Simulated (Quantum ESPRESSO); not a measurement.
Runs of Quantum ESPRESSO 7.5 on BP. The structure is cubic, space group F-43m (No. 216). Conventional cell: a = 4.538 Å, b = 4.538 Å, c = 4.538 Å, α = 90.00°, β = 90.00°, γ = 90.00°. P (site symmetry -43m) has 4 B at 1.97 Å as nearest neighbours. Around B (site symmetry -43m) lie 4 P at 1.97 Å. 

```tsv
cell	gap on the mesh (eV)
volume scaled by 1.08	(a)
volume scaled by 0.92	1.07
volume scaled by 0.96	1.16
as given	1.23
volume scaled by 0.88	(b)
```

Alike in all rows: task single point; level PBEsol; potentials or basis PseudoDojo 0.4.1 SR PBEsol standard; no spin polarisation; k mesh 6 × 6 × 6; cutoff (eV) 1034; smearing fixed.

Question: Fill in the values left out.

Answer: (a) 1.36; (b) 0.98.

A k mesh can miss the band edges.
